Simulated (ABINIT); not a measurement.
# Ti (Fm-3m) in ABINIT: notebook

One crystal, Ti, is run at these levels: RPBE, BLYP; tasks: single point.

All numbers are computed with ABINIT 10.8.3 (patched build); they aren't measurements. Logs are shortened: lines on timing, memory, paths and dates and some standing lists are left out, and cuts for length are marked. The log counts tension as positive stress, the text compression.

### 1 The crystal as given

It takes space group Fm-3m (No. 225, cubic). The conventional cell has a = 4.060 Å, b = 4.060 Å, c = 4.060 Å, α = 90.00°, β = 90.00°, γ = 90.00°. Ti (site symmetry m-3m) is surrounded by 12 Ti at 2.87 Å.

This isn't the form of Ti at room conditions, which is hcp.

### 2 Single point, RPBE

The input, run.abi:

```
# Pseudopotentials
pp_dirpath "./"
pseudos "Ti.GGA_PBE-JTH.xml"

# Structure
acell 2.8708535316 2.8708535316 2.8708535316 Angstrom
rprim
     0.0000000000     0.7071067812     0.7071067812
     0.7071067812     0.0000000000     0.7071067812
     0.7071067812     0.7071067812     0.0000000000
ntypat 1
znucl 22
natom 1
typat 1
xred
     0.0000000000     0.0000000000     0.0000000000

# Plane-wave basis
ecut 18.0
pawecutdg 36.0
pawxcdev 0

# k points
kptopt 1
ngkpt 11 11 11
nshiftk 1
shiftk 0.0 0.0 0.0

# Exchange and correlation
ixc 15

# Bands and occupations
nband 10
occopt 3
tsmear 0.00183747

# SCF cycle
nstep 100
tolvrs 1.0e-9

# Output
iomode 3
prtwf 0
prtden 0
prteig 0
prtebands 0
enunit 1
```

Potentials or basis: JTH PAW PBE v2.0.

Run with:

```sh
abinit run.abi > log 2>&1
```

run.abo:

```text
.Version 10.8.3 of ABINIT
 Symmetries : space group Fm -3 m (#225); Bravais cF (face-center cubic)
================================================================================
 Values of the parameters that define the memory need of the present run
     intxc =       0    ionmov =       0      iscf =      17    lmnmax =      18
     lnmax =       6     mgfft =      24  mpssoang =       3    mqgrid =    3001
     natom =       1  nloc_mem =       2    nspden =       1   nspinor =       1
    nsppol =       1      nsym =      48    n1xccc =       1    ntypat =       1
    occopt =       3   xclevel =       2
       mpw =         428          nfft =       13824          nkpt =          56
 PAW method is used; the additional fine FFT grid is defined by:
   mgfftf=        30    nfftf =     27000
================================================================================
================================================================================

--------------------------------------------------------------------------------
------------- Echo of variables that govern the present computation ------------
--------------------------------------------------------------------------------
 -outvars: echo values of preprocessed input variables --------
            acell      5.4251269223E+00  5.4251269223E+00  5.4251269223E+00 Bohr
              amu      4.78800000E+01
             ecut      1.80000000E+01 Hartree
           enunit           1
                       outvar_i_n : Printing only first  50 k-points.
              ixc          15
                       outvar_i_n : Printing only first  50 k-points.
         kptrlatt       11    0    0      0   11    0      0    0   11
          kptrlen      5.96763961E+01
            natom           1
            nband          10
            ngfft          24      24      24
          ngfftdg          30      30      30
             nkpt          56
            nstep         100
             nsym          48
           ntypat           1
                       prtocc : prtvol=0, do not print more k-points.
           occopt           3
        pawecutdg      3.60000000E+01 Hartree
         pawxcdev           0
           prtden           0
        prtebands           0
           prteig           0
            prtwf           0
            rprim      0.0000000000E+00  7.0710678120E-01  7.0710678120E-01
                       7.0710678120E-01  0.0000000000E+00  7.0710678120E-01
                       7.0710678120E-01  7.0710678120E-01  0.0000000000E+00
          spgroup         225
           tolvrs      1.00000000E-09
           tsmear      1.83747000E-03 Hartree
            typat      1
           useylm           1
                       outvars : Printing only first  50 k-points.
            znucl       22.00000

================================================================================

 chkinp: Checking input parameters for consistency.

================================================================================
== DATASET  1 ==================================================================

--- !DatasetInfo
iteration_state: {dtset: 1, }
dimensions: {natom: 1, nkpt: 56, mband: 10, nsppol: 1, nspinor: 1, nspden: 1, mpw: 428, }
cutoff_energies: {ecut:  18.0, pawecutdg:  36.0, }
electrons: {nelect:   1.20000000E+01, charge:   0.00000000E+00, occopt:   3.00000000E+00, tsmear:   1.83747000E-03, }
meta: {optdriver: 0, ionmov: 0, optcell: 0, iscf: 17, paral_kgb: 0, }
...

 Exchange-correlation functional for the present dataset will be:
  GGA: RPBE functional - ixc=15
  Hammer, L. B. Hansen, and J. K. Norskov, PRB 59, 7413 (1999)

 Real(R)+Recip(G) space primitive vectors, cartesian coordinates (Bohr,Bohr^-1):
 R(1)=  0.0000000  3.8361440  3.8361440  G(1)= -0.1303392  0.1303392  0.1303392
 R(2)=  3.8361440  0.0000000  3.8361440  G(2)=  0.1303392 -0.1303392  0.1303392
 R(3)=  3.8361440  3.8361440  0.0000000  G(3)=  0.1303392  0.1303392 -0.1303392
 Unit cell volume ucvol=  1.1290540E+02 bohr^3
 Angles (23,13,12)=  6.00000000E+01  6.00000000E+01  6.00000000E+01 degrees

 Coarse grid specifications (used for wave-functions):

 getcut: wavevector=  0.0000  0.0000  0.0000  ngfft=  24  24  24
         ecut(hartree)=     18.000   => boxcut(ratio)=   2.31633

 getcut : COMMENT -
  Note that boxcut > 2.2 ; recall that boxcut=Gcut(box)/Gcut(sphere) = 2
  is sufficient for exact treatment of convolution.
  Such a large boxcut is a waste : you could raise ecut
  e.g. ecut=   24.144179 Hartrees makes boxcut=2

 Fine grid specifications (used for densities):

 getcut: wavevector=  0.0000  0.0000  0.0000  ngfft=  30  30  30
         ecut(hartree)=     36.000   => boxcut(ratio)=   2.04964

--- Pseudopotential description ------------------------------------------------
- pspini: atom type   1  psp file is ./Ti.GGA_PBE-JTH.xml
 Pseudopotential format is: paw10
 basis_size (lnmax)=  6 (lmn_size= 18), orbitals=   0   0   1   1   2   2
 Spheres core radius: rc_sph= 2.30802695
 Shapefunction is BESSEL type: shapef(r,l)=aa(1,l)*jl(q(1,l)*r)+aa(2,l)*jl(q(2,l)*r)
 Radius for shape functions =  2.01037111
 Compensation charge density is not taken into account in XC energy/potential

   3.05946380E+02                                ecore*ucvol(ha*bohr**3)
--------------------------------------------------------------------------------

[... 7 lines left out ...]

     iter   Etot(hartree)      deltaE(h)  residm     nres2
 ETOT  1  -57.620513061922    -5.762E+01 7.852E+00 4.546E+00
 ETOT  2  -58.611748971084    -9.912E-01 2.206E-01 3.631E+00
 ETOT  3  -58.598540421131     1.321E-02 1.023E-02 2.273E-01
 ETOT  4  -58.598241631488     2.988E-04 6.354E-03 5.059E-03
 ETOT  5  -58.598307356140    -6.572E-05 2.808E-04 2.070E-05
 ETOT  6  -58.598307718324    -3.622E-07 4.688E-05 1.225E-05
 ETOT  7  -58.598307688922     2.940E-08 5.416E-05 4.394E-07
 ETOT  8  -58.598307687953     9.687E-10 2.480E-05 6.829E-09
 ETOT  9  -58.598307687960    -6.906E-12 3.754E-05 6.539E-11

 At SCF step    9       nres2   =  6.54E-11 < tolvrs=  1.00E-09 =>converged.

 Cartesian components of stress tensor (hartree/bohr^3)
  sigma(1 1)= -2.60373040E-04  sigma(3 2)=  0.00000000E+00
  sigma(2 2)= -2.60373040E-04  sigma(3 1)=  0.00000000E+00
  sigma(3 3)= -2.60373040E-04  sigma(2 1)=  0.00000000E+00

--- !ResultsGS
iteration_state: {dtset: 1, }
comment   : Summary of ground state results
lattice_vectors:
- [  0.0000000,   3.8361440,   3.8361440, ]
- [  3.8361440,   0.0000000,   3.8361440, ]
- [  3.8361440,   3.8361440,   0.0000000, ]
lattice_lengths: [   5.42513,    5.42513,    5.42513, ]
lattice_angles: [ 60.000,  60.000,  60.000, ] # degrees, (23, 13, 12)
lattice_volume:   1.1290540E+02
convergence: {deltae: -6.906E-12, res2:  6.539E-11, residm:  3.754E-05, diffor: null, }
etotal    :  -5.85983077E+01
entropy   :   0.00000000E+00
fermie    :   2.97297272E-01
cartesian_stress_tensor: # hartree/bohr^3
- [ -2.60373040E-04,   0.00000000E+00,   0.00000000E+00, ]
- [  0.00000000E+00,  -2.60373040E-04,   0.00000000E+00, ]
- [  0.00000000E+00,   0.00000000E+00,  -2.60373040E-04, ]
pressure_GPa:   7.6604E+00
xred      :
- [  0.0000E+00,   0.0000E+00,   0.0000E+00, Ti]
cartesian_forces: # hartree/bohr
- [ -0.00000000E+00,  -0.00000000E+00,  -0.00000000E+00, ]
force_length_stats: {min:   0.00000000E+00, max:   0.00000000E+00, mean:   0.00000000E+00, }
...

 Integrated electronic density in atomic spheres:
 ------------------------------------------------
 Atom  Sphere_radius  Integrated_density
    1        2.30803         10.19120024

================================================================================

 ----iterations are completed or convergence reached----

 Mean square residual over all n,k,spin=   94.556E-09; max=  37.537E-06
 reduced coordinates (array xred) for    1 atoms
       0.000000000000      0.000000000000      0.000000000000
 rms dE/dt=  0.0000E+00; max dE/dt=  0.0000E+00; dE/dt below (all hartree)
    1       0.000000000000      0.000000000000      0.000000000000

 cartesian coordinates (angstrom) at end:
    1      0.00000000000000     0.00000000000000     0.00000000000000

 cartesian forces (hartree/bohr) at end:
    1     -0.00000000000000    -0.00000000000000    -0.00000000000000
 frms,max,avg= 0.0000000E+00 0.0000000E+00   0.000E+00  0.000E+00  0.000E+00 h/b

 cartesian forces (eV/Angstrom) at end:
    1     -0.00000000000000    -0.00000000000000    -0.00000000000000
 frms,max,avg= 0.0000000E+00 0.0000000E+00   0.000E+00  0.000E+00  0.000E+00 e/A
 length scales=  5.425126922319  5.425126922319  5.425126922319 bohr
              =  2.870853531600  2.870853531600  2.870853531600 angstroms
 Fermi (or HOMO) energy (eV) =   8.08987   Average Vxc (eV)= -11.13164
 Eigenvalues (   eV  ) for nkpt=  56  k points:
 kpt#   1, nband= 10, wtk=  0.00075, kpt=  0.0000  0.0000  0.0000 (reduced coord)
 -48.63843  -24.40112  -24.40112  -24.40112    1.91601    9.00960    9.00960    9.00960
  10.74396   10.74396
 prteigrs : prtvol=0 or 1, do not print more k-points.

--- !EnergyTerms
iteration_state     : {dtset: 1, }
comment             : Components of total free energy in Hartree
kinetic             :  7.74777482533737E+00
hartree             :  1.12563389380066E+01
xc                  : -3.24399236376736E+00
Ewald energy        : -4.30262871087557E+01
psp_core            :  2.70975862394395E+00
local_psp           : -3.39169276048165E+01
PAW spherical_terms : -1.24549507252326E-01
internal            : -5.85978841973039E+01
'-kT*entropy'       : -4.21690051344040E-04
total_energy        : -5.85983058873553E+01
total_energy_eV     : -1.59454113486097E+03
...

--- !EnergyTermsDC
iteration_state     : {dtset: 1, }
comment             : '"Double-counting" decomposition of free energy'
band_energy         : -8.06298528267044E+00
Ewald energy        : -4.30262871087557E+01
psp_core            :  2.70975862394395E+00
xc_dc               : -1.08885033647228E+01
PAW spherical_terms :  6.70131134296210E-01
internal            : -5.85978859979087E+01
'-kT*entropy'       : -4.21690051344040E-04
total_energy_dc     : -5.85983076879601E+01
total_energy_dc_eV  : -1.59454118385792E+03
...

--- !EnergyTermsWithPAWCore
iteration_state     : {dtset: 1, }
comment             : 'Components of total free energy, including PAW core contributions'
Total energy        : -8.53968150175938E+02
Total energy DC     : -8.53968151976543E+02
Total energy (eV)   : -2.32376571762034E+04
Total energy DC (eV): -2.32376572252003E+04
...

 Cartesian components of stress tensor (hartree/bohr^3)
  sigma(1 1)= -2.60373040E-04  sigma(3 2)=  0.00000000E+00
  sigma(2 2)= -2.60373040E-04  sigma(3 1)=  0.00000000E+00
  sigma(3 3)= -2.60373040E-04  sigma(2 1)=  0.00000000E+00

-Cartesian components of stress tensor (GPa)         [Pressure=  7.6604E+00 GPa]
- sigma(1 1)= -7.66043931E+00  sigma(3 2)=  0.00000000E+00
- sigma(2 2)= -7.66043931E+00  sigma(3 1)=  0.00000000E+00
- sigma(3 3)= -7.66043931E+00  sigma(2 1)=  0.00000000E+00

== END DATASET(S) ==============================================================
================================================================================

 -outvars: echo values of variables after computation  --------
            acell      5.4251269223E+00  5.4251269223E+00  5.4251269223E+00 Bohr
           etotal     -5.8598307688E+01
            fcart     -0.0000000000E+00 -0.0000000000E+00 -0.0000000000E+00
            rprim      0.0000000000E+00  7.0710678120E-01  7.0710678120E-01
                       7.0710678120E-01  0.0000000000E+00  7.0710678120E-01
                       7.0710678120E-01  7.0710678120E-01  0.0000000000E+00
           strten     -2.6037303985E-04 -2.6037303985E-04 -2.6037303985E-04
                       0.0000000000E+00  0.0000000000E+00  0.0000000000E+00
 Calculation completed.
```

It took 8.2 s on 1 thread of Arm Neoverse V1, shared host; peak memory 0.09 GiB.

Results:

```
Free energy                                           : -1594.5412 eV
Pressure                                              : 7.7 GPa
Band gap on the k mesh                                : none (metal or under the smearing width)
Valence electrons inside the program's atomic spheres : Ti 10.19 (radii [1.2214] Å)
```

Levels at points of the mesh, in eV from the Fermi level:
| k point | band 2 | band 3 | band 4 | band 5 | band 6 | band 7 | band 8 | band 9 | band 10 |
| --- | --- | --- | --- | --- | --- | --- | --- | --- | --- |
| (0.00, 0.00, 0.00) | -32.49 | -32.49 | -32.49 | -6.17 | 0.92 | 0.92 | 0.92 | 2.65 | 2.65 |

Caveat: the PAW data sets were made with another functional, which shifts forces and pressure a little.

### 3 Single point, BLYP

run.abi, as its differences from that of step 2:

```diff
@@ -29,3 +29,3 @@
 # Exchange and correlation
-ixc 15
+ixc -106131
```

Potentials or basis: JTH PAW PBE v2.0.

Run with:

```sh
abinit run.abi > log 2>&1
```

Run time: 9.6 s. Hardware: 1 thread of Arm Neoverse V1, shared host; peak memory 0.09 GiB.

Results (log left out):

```yaml
Free_energy: -1595.0518 eV
Pressure: 6.8 GPa
Band_gap_on_the_k_mesh: none (metal or under the smearing width)
Valence_electrons_inside_the_program's_atomic_spheres: Ti 10.25 (radii [1.2214] Å)
```

Levels at points of the mesh, in eV from the Fermi level:
```tsv
k point	band 2	band 3	band 4	band 5	band 6	band 7	band 8	band 9	band 10
(0.00, 0.00, 0.00)	-32.43	-32.43	-32.43	-6.01	0.83	0.83	0.83	2.55	2.55
```

Caveat: the PAW data sets were made with another functional, which shifts forces and pressure a little.
